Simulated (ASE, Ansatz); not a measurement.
## Generalised stacking fault on (110) of a KCl-RbCl solid solution (80 atoms): a single point

Aim: energy, forces, charges and density of states of generalised stacking fault on (110) of a KCl-RbCl solid solution (80 atoms) at a fixed geometry.

Program: Ansatz 0.2.0. Level of theory: Kohn-Sham DFT, PBE, PAW (set soft_2), plane waves. Results are calculated unless marked as measured.

## (1) Set-up

The cell holds 80 atoms: 13 Rb, 40 Cl and 27 K. Its edges and angles: a = 7.339 Å, b = 10.379 Å, c = 26.163 Å, α = 90.0°, β = 84.6°, γ = 90.0°. It derives from KCl and RbCl. CsCl-type KCl lattice (a = 3.6697 Å, the value set for the mixture), cell with z along [110], 2 x 2 x 5 periods; the third cell vector is tilted by 0.667 of [001] and lengthened by 0.1 Å, so the cell holds one fault; displaced by a Gaussian of 0.01 Å; 13 of 40 K sites given to Rb at random (lattice constant by Vegard's rule between KCl and RbCl).

Before any run, some limits are plain. The host structure and its lattice constant were typed by rule, without a check against the phase diagram.

## (2) Plane-wave single point

The electrons are solved once, with the atoms held.

The input, input.yaml:

```yaml
crystal:
  lattice:
    - [7.3394, 0.0, 0.0]
    - [0.0, 10.37948, 0.0]
    - [2.44644, 0.0, 26.0487]
  atoms:
    - { symbol: Rb, position: [0.66727, 0.00092, 0.99566] }
    - { symbol: Cl, position: [0.2163, 0.00062, 0.09925] }
    - { symbol: K, position: [0.16859, 0.99894, 0.99608] }
    - { symbol: Cl, position: [0.71814, 0.9991, 0.09992] }
    - { symbol: K, position: [0.66572, 0.49869, 0.99572] }
    - { symbol: Cl, position: [0.2184, 0.49817, 0.09923] }
    - { symbol: K, position: [0.16557, 0.49943, 0.99551] }
    - { symbol: Cl, position: [0.71987, 0.49891, 0.09929] }
    - { symbol: K, position: [0.96849, 0.25071, 0.09866] }
    - { symbol: Cl, position: [0.18495, 0.24935, 0.19882] }
    - { symbol: Rb, position: [0.46696, 0.24975, 0.0991] }
    - { symbol: Cl, position: [0.68533, 0.24953, 0.19853] }
    - { symbol: K, position: [0.9357, 0.99888, 0.19899] }
    - { symbol: Cl, position: [0.15127, 0.00132, 0.29812] }
    - { symbol: Rb, position: [0.4335, 0.00078, 0.19902] }
    - { symbol: Cl, position: [0.65083, 0.99887, 0.29884] }
    - { symbol: K, position: [0.96548, 0.74814, 0.09963] }
    - { symbol: Cl, position: [0.18261, 0.75033, 0.19914] }
    - { symbol: K, position: [0.46849, 0.75142, 0.09866] }
    - { symbol: Cl, position: [0.68487, 0.74958, 0.1989] }
    - { symbol: K, position: [0.93337, 0.50196, 0.19937] }
    - { symbol: Cl, position: [0.15028, 0.49997, 0.29846] }
    - { symbol: K, position: [0.43378, 0.50155, 0.19845] }
    - { symbol: Cl, position: [0.65118, 0.49973, 0.29901] }
    - { symbol: K, position: [0.89881, 0.24855, 0.29879] }
    - { symbol: Cl, position: [0.11673, 0.25023, 0.39814] }
    - { symbol: K, position: [0.40173, 0.24952, 0.29866] }
    - { symbol: Cl, position: [0.61496, 0.25172, 0.39778] }
    - { symbol: Rb, position: [0.86465, 0.99859, 0.39799] }
    - { symbol: Cl, position: [0.08383, 0.00269, 0.49788] }
    - { symbol: Rb, position: [0.36419, 0.00218, 0.39826] }
    - { symbol: Cl, position: [0.58439, 0.99894, 0.49801] }
    - { symbol: K, position: [0.90062, 0.74991, 0.29759] }
    - { symbol: Cl, position: [0.11561, 0.75149, 0.3978] }
    - { symbol: Rb, position: [0.40052, 0.75012, 0.2985] }
    - { symbol: Cl, position: [0.61756, 0.7496, 0.39834] }
    - { symbol: K, position: [0.868, 0.50076, 0.39757] }
    - { symbol: Cl, position: [0.08147, 0.49905, 0.49769] }
    - { symbol: K, position: [0.36812, 0.49924, 0.39807] }
    - { symbol: Cl, position: [0.5833, 0.50026, 0.49752] }
    - { symbol: Rb, position: [0.83433, 0.24981, 0.49807] }
    - { symbol: Cl, position: [0.04945, 0.24918, 0.5978] }
    - { symbol: K, position: [0.33484, 0.25017, 0.49754] }
    - { symbol: Cl, position: [0.55185, 0.24835, 0.59776] }
    - { symbol: K, position: [0.80171, 0.99892, 0.59714] }
    - { symbol: Cl, position: [0.01937, 0.99979, 0.6969] }
    - { symbol: K, position: [0.30424, 0.99889, 0.59774] }
    - { symbol: Cl, position: [0.51603, 0.00089, 0.6967] }
    - { symbol: K, position: [0.83587, 0.75044, 0.49765] }
    - { symbol: Cl, position: [0.05033, 0.74896, 0.59783] }
    - { symbol: K, position: [0.33673, 0.75048, 0.49779] }
    - { symbol: Cl, position: [0.55011, 0.74877, 0.59786] }
    - { symbol: K, position: [0.80066, 0.49884, 0.59711] }
    - { symbol: Cl, position: [0.01752, 0.4991, 0.69631] }
    - { symbol: Rb, position: [0.30109, 0.49942, 0.59705] }
    - { symbol: Cl, position: [0.51685, 0.50057, 0.69699] }
    - { symbol: Rb, position: [0.7683, 0.25001, 0.69702] }
    - { symbol: Cl, position: [0.98254, 0.24898, 0.79682] }
    - { symbol: K, position: [0.2675, 0.24964, 0.69698] }
    - { symbol: Cl, position: [0.48572, 0.25107, 0.79683] }
    - { symbol: K, position: [0.73571, 0.00029, 0.79629] }
    - { symbol: Cl, position: [0.95044, 0.9996, 0.89657] }
    - { symbol: K, position: [0.23589, 0.00109, 0.79594] }
    - { symbol: Cl, position: [0.4521, 0.00119, 0.896] }
    - { symbol: Rb, position: [0.7658, 0.74889, 0.69675] }
    - { symbol: Cl, position: [0.98154, 0.74988, 0.79577] }
    - { symbol: K, position: [0.26968, 0.74961, 0.69764] }
    - { symbol: Cl, position: [0.48489, 0.74917, 0.79655] }
    - { symbol: Rb, position: [0.73353, 0.50013, 0.79658] }
    - { symbol: Cl, position: [0.95318, 0.50137, 0.89549] }
    - { symbol: Rb, position: [0.23606, 0.50019, 0.79643] }
    - { symbol: Cl, position: [0.45322, 0.49923, 0.89666] }
    - { symbol: K, position: [0.6995, 0.24854, 0.89646] }
    - { symbol: Cl, position: [0.919, 0.24951, 0.99587] }
    - { symbol: K, position: [0.20233, 0.24925, 0.89615] }
    - { symbol: Cl, position: [0.41716, 0.2492, 0.99604] }
    - { symbol: K, position: [0.70239, 0.74971, 0.89558] }
    - { symbol: Cl, position: [0.9171, 0.74949, 0.99572] }
    - { symbol: Rb, position: [0.20284, 0.75033, 0.89632] }
    - { symbol: Cl, position: [0.42039, 0.75161, 0.99571] }
kpoints:
  mp_grid: { grid: [2, 1, 1] }
hamiltonian:
  xc: pbe
scf:
  occupations: { method: gaussian, width: 0.025 }
output:
  forces: true
  stress: true
  populations: true
  dos:
    method: { smearing: { sigma: 0.15 } }
    de: 0.1
    projected: { site_lists: { Cl: [Cl], K: [K], Rb: [Rb] } }
  eigenvalues: true
  write_density: true
  write_potential: true
  volumetric_format: npy
```

Started as:

```
$ ansatz run input.yaml --threads 8 --pin off --max-ram 15872MiB --backend cpu --events-out ev --progress --plain --runs-dir out
```

Numbers of over 12 decimals in the logs are rounded to 6 here.

What it wrote:

```text
Engine: ansatz 0.2.0, aarch64-unknown-linux-gnu
Pseudopotentials: kind: paw
Pseudopotential: Rb, paw, valence charge 9, recommended cutoff 420 eV (normal), Rb.paw.azcp
Pseudopotential: Cl, paw, valence charge 7, recommended cutoff 420 eV (normal), Cl.paw.azcp
Pseudopotential: K, paw, valence charge 9, recommended cutoff 420 eV (normal), K.paw.azcp
[... 5 lines on functional and potentials left out ...]
Crystal: 80 atoms, lattice volume = 1984.368 Å³
Basis set: ecut = 420 eV, 38795 PW (Γ), exchange–correlation on 100×144×360 points (8 copies of the dense FFT grid, shifted against one another)
Bands: 400, of which v1, the nominal top of the filled ones, is band 320 counted from 1 (319 counted from 0)
Symmetry: 1 space group operations
Space group: P1 (ITA 1), of the structure as read, at distance tolerance 1.3e-4 Å
k-points: 2
[... 7 lines on functional and potentials left out ...]
Initial density: superposition of atomic densities (neutral atoms: chi_scale 0, normalization atom), corrected by the library's trained network
Initial wavefunctions: pseudopotential atomic-orbital guess
Functional: x = pbe(κ = 0.804, μ = 0.219515), c = pbe(β = 0.066725)
SCF iter   1: F=—  HF=-127320.670164 eV  |F-HF|=—  |Δ(HF+E_count)|=         —  Δρ=4.07e-4  dr2=6.73e-3  ethr=1.77e-3  ⟨swp⟩=12.0  Hψ=4695  notcnv=0  defer=40
preconditioner: auto → Resta (q_TF=auto, 2.259 Å⁻¹)  ε∞=2.9  [insulator: Δε(μ)=5.539 eV  Ē_g=14.321 eV  σ=0.025 eV  W_gap=1.00  n_scr=392 (ndim 8)  ℏωp=19.7 eV  f_vac=0.002  D(μ)=0.00/eV (n_scr^D=0)  ε∞_Penn≈2.9]
SCF iter   2: F=—  HF=-127320.649334 eV  |F-HF|=—  |Δ(HF+E_count)|=   2.08e-2  Δρ=2.06e-4  dr2=1.79e-3  ethr=1.05e-6  ⟨swp⟩=3.0  Hψ=1850  notcnv=0  defer=97
SCF iter   3: F=—  HF=-127320.648800 eV  |F-HF|=—  |Δ(HF+E_count)|=   5.35e-4  Δρ=8.63e-5  dr2=1.73e-4  ethr=2.79e-7  ⟨swp⟩=2.0  Hψ=1273  notcnv=0  defer=97
SCF iter   4: F=—  HF=-127320.648809 eV  |F-HF|=—  |Δ(HF+E_count)|=   9.53e-6  Δρ=3.12e-5  dr2=2.45e-5  ethr=2.71e-8  ⟨swp⟩=3.0  Hψ=1039  notcnv=0  defer=97
SCF iter   5: F=—  HF=-127320.647565 eV  |F-HF|=—  |Δ(HF+E_count)|=   1.24e-3  Δρ=6.29e-6  dr2=7.47e-7  ethr=3.83e-9  ⟨swp⟩=2.0  Hψ=1395  notcnv=0  defer=105
SCF iter   6: F=-127320.647566 eV  HF=-127320.647566 eV  |F-HF|=1.15e-8  |Δ(HF+E_count)|=   4.56e-7  Δρ=1.38e-6  dr2=5.14e-8  ethr=1.56e-11  ⟨swp⟩=19.0  Hψ=6679  notcnv=0
SCF 1 converged in 6 iterations: F = -127320.647566 eV  dr2 = 5.14e-8
  greatest PAW one-centre occupation: 0.988 electrons in one spin orbital (limit 2), on the K atom at site 8 (counted from 0), in its partial waves of l = 0
SCF converged after 6 iterations
Free energy (F): -127320.647566 eV
Harris-Foulkes:  -127320.647566 eV  (|F-HF|=1.15e-8)
Internal energy: -127320.647566 eV  (E = F + TS)
E sigma→0 (E₀):  -127320.647566 eV
Fermi energy:    6.433749 eV
--- Per-component energies (eV) ---
  E_band       = -3489.138946
  E_kinetic    = 15941.941623
  E_local      = -27196.812567  (includes V_loc(G=0)·N_el)
  E_nonlocal   = 3739.654791
  E_hartree    = 8191.484909
  E_xc         = -9710.552841
  E_vxc        = -11217.607561  (∫ρ·V_xc dr)
  E_paw        = -81520.484845  (= ΣΔE_a)
  E_vpaw       = -1139.286454  (= ΣTr[D̂ρ^β])
  E_aug_tail   = 0.003469  (compensation charges beyond the density's cutoff)
  E_ewald      = -36765.882106
  E_smearing   = -0.000000  (= −TS)
  E_closure    = -0.000000  (closes the sum)
  Σ components = -127320.647566   (vs F -127320.647566, Δ=0.00e0)
--- Forces (eV/Å), atoms counted from 1 ---
  atom   1  Rb    -0.19278728    -0.02583972    -0.80201984
  atom   2  Cl    -0.01155611    -0.15544238     0.38807284
  atom   3  K     -0.16187656     0.00513875    -0.62039221
  atom   4  Cl     0.43407429    -0.13089532     0.81919109
  atom   5  K     -0.10212303     0.03274839    -0.56458289
  atom   6  Cl     0.05817442     0.19204346     0.44878549
  atom   7  K     -0.11374157     0.01885640    -0.53845952
  atom   8  Cl     0.19111100     0.16132878     0.45754010
  atom   9  K      0.13764300    -0.01673417     0.69716719
  atom  10  Cl    -0.19586986     0.17140468     0.13394077
  atom  11  Rb     0.30139641     0.00830165     0.98425572
  atom  12  Cl     0.19152000     0.15002991     0.16571906
  atom  13  K     -0.03217902     0.04809360    -0.01119289
  atom  14  Cl    -0.19971240     0.09125266    -0.08465813
[...]
atom  79  Rb    -0.02410117     0.02411987    -0.01748981
  atom  80  Cl    -0.19488592    -0.18507979    -0.42545274
  max |Σ_I F_I| component: 3.02e-5 eV/Å
--- Stress (GPa, compression-positive) ---
        5.174690       0.007743       0.321449
        0.007743       4.719164      -0.002447
        0.321449      -0.002447       6.016972
  P = ⅓ Tr σ = 5.3036 GPa (53.036 kbar)
--- Band table (eV) ---
  k-point 0: bands = ["-24.1660", "-24.1633", "-24.1596", "-24.1570", [... 384 levels ...], "12.1025", "12.1105", "12.1259", "12.1476", "12.2000", "12.2146", "12.2471", "12.2700", "12.2759", "12.2836", "12.2981", "12.3125"]
  k-point 1: bands = ["-24.1653", "-24.1612", "-24.1580", "-24.1521", [... 384 levels ...], "12.0840", "12.1098", "12.1273", "12.1438", "12.1546", "12.2132", "12.2308", "12.2506", "12.2696", "12.2886", "12.3241", "12.3446"]
--- Löwdin populations: 80 sites ---
  site symbol       q [e]
     0     Rb      8.1955
     1     Cl      7.6981
     2      K      8.2465
[...]
79     Cl      7.6993
  spilling = 0.004370 (of n_electrons = 640.000000)
```

Run time: 39 s. Hardware: 8 threads of Arm Neoverse V2, shared host; peak memory 6.8 GiB; 5.1 min of CPU time.

Numbers from this run:

| Quantity | Value |
| --- | --- |
| free energy | -127320.6476 eV |
| free energy per atom | -1591.5081 eV/atom |
| SCF cycles | 6 |
| pressure | 5.304 GPa |
| r.m.s. force component | 0.2021 eV/Å |
| longest force | 1.211 eV/Å |
| Fermi energy | 6.434 eV |
| gap (highest filled to lowest empty level) | 5.542 eV |
| spilling of the projection | 0.00437 |

Neighbours are counted within 3.62 Å (Cl-K), 3.62 Å (Cl-Rb).

Length of the force by element and coordination:

```
element  coordination  atoms  mean length of the force (eV/Å)  spread   least    most
     Cl           all     40                            0.313   0.209   0.123    1.21
     Cl             7      8                            0.631   0.271   0.377    1.21
     Cl             8     32                            0.234  0.0668   0.123   0.361
      K           all     27                            0.173   0.241  0.0072   0.711
      K             7      6                            0.619  0.0587   0.551   0.711
      K             8     21                           0.0452  0.0207  0.0072  0.0883
     Rb           all     13                            0.186   0.319  0.0237    1.03
     Rb             7      2                            0.927   0.102   0.825    1.03
     Rb             8     11                           0.0512  0.0174  0.0237  0.0767
```

Löwdin charges by element and coordination (they lack the spilled electrons, 0.035 e an atom on average):

```
element  coordination  atoms  mean charge (e)  spread   least    most
     Cl           all     40           -0.699  7.0e-4  -0.701  -0.698
     Cl             7      8           -0.699   0.001  -0.701  -0.698
     Cl             8     32           -0.699  6.0e-4  -0.701  -0.698
      K           all     27            0.756  0.0064   0.742   0.766
      K             7      6            0.761  0.0043   0.753   0.766
      K             8     21            0.754  0.0062   0.742   0.763
     Rb           all     13            0.797  0.0053   0.787   0.804
     Rb             7      2            0.803  0.0019   0.801   0.804
     Rb             8     11            0.796  0.0051   0.787   0.804
```

Density of states as counts of states in windows of 1 eV (from the Fermi level), total and the larger projections:

```
from (eV)  to (eV)  total   Cl p   K s  Rb p   K p
      -14      -13   77.1    0.4   0.0   0.1  71.8
      -13      -12    0.0    0.0   0.0   0.0   0.0
      -12      -11   51.0    1.2   0.1  48.7   0.2
      -11      -10   27.0    0.4   0.0  26.0   0.1
      -10       -6    0.0    0.0   0.0   0.0   0.0
       -6       -5    0.2    0.2   0.0   0.0   0.0
       -5       -4   74.1   68.6   2.4   0.6   0.5
       -4       -3  138.2  133.0   1.0   1.2   0.7
       -3       -2   27.5   27.2   0.0   0.1   0.0
       -2        2    0.0    0.0   0.0   0.0   0.0
        2        3    1.0    0.0   0.5   0.0   0.0
        3        4   16.0    0.2   4.1   0.0   0.0
        4        5   61.0    1.5  12.2   0.1   0.1
```

Between -26 and -14 eV lie 165 more states.

The stored curve holds about 560 of the 640 electrons; the rest, give or take the few that broadening carries across the Fermi level, lie in deeper levels below its range.

The levels nearest the highest filled one (over half full), pooled over k-points and spins:

```
level less the highest filled one (eV)  occupation
                                -0.103           2
                                -0.081           2
                               -0.0282           2
                               -0.0252           2
                               -0.0165           2
                                     0           2
                                  5.54           0
                                  5.99           0
                                  6.12           0
                                  6.21           0
                                  6.26           0
                                  6.29           0
```

Valence density in the ca plane at fractional y = 0.000, with atoms of Rb and Cl and K within 0.2 Å of it. It is the smooth field of the valence electrons, not physical close to the nuclei.

Ten even steps from '0' (0.0 e/Å³) to '9' (4.2 e/Å³), each cell a mean:
```
33210001110000000000133320000000002311310000
44420000000000221000012210000000001333310000
42430000000002686200000000001110000233200000
44420000000003898400000000014652000011000001
23210000000002698300000000027994000000000123
00000001110000244100000000026995100000000144
00000013331000000000001000003662000000000243
00000023132000000000123210000110000000000134
00000023133100000000232320000000000122100012
11000013332000000000230231000000001333200000
33210001110000000000133320000000002312310000
44420000000000232000012210000000001323310000
42430000000002686200000000001110000233200000
44420000000003899400000000014651000011000000
23210000000002698300000000027994000000000024
00000001110000243100000000026994100000000159
00000013331000000000001000013652000000000169
00000023132000000000123210000110000000000037
00000023133100000000232320000000000122100012
01000013332000000000230231000000001333200000
```
Columns run along c (16.0 Å, from fractional 0.39 to 1.00 of the cell), rows up along a (7.3 Å). Atoms in or near the plane, at fractional coordinates: Rb at (0.00, 0.67), K at (0.00, 0.17), Rb at (0.40, 0.86), Cl at (0.50, 0.08), Rb at (0.40, 0.36), Cl at (0.50, 0.58), K at (0.60, 0.80), Cl at (0.70, 0.02), K at (0.60, 0.30), Cl at (0.70, 0.52), K at (0.80, 0.74), Cl at (0.90, 0.95), K at (0.80, 0.24), Cl at (0.90, 0.45).

(Part 1 of 2 ends here.)

[Logs are printed without paths, hosts, clocks, repeated set-up lines and the standing remarks that a program may print on its own settings, such as how far it seeks lower states.]

[Hosts, paths, dates, database ids (printed as entryN), source tags and the programs' standing remarks are cut or masked in the printed files.]
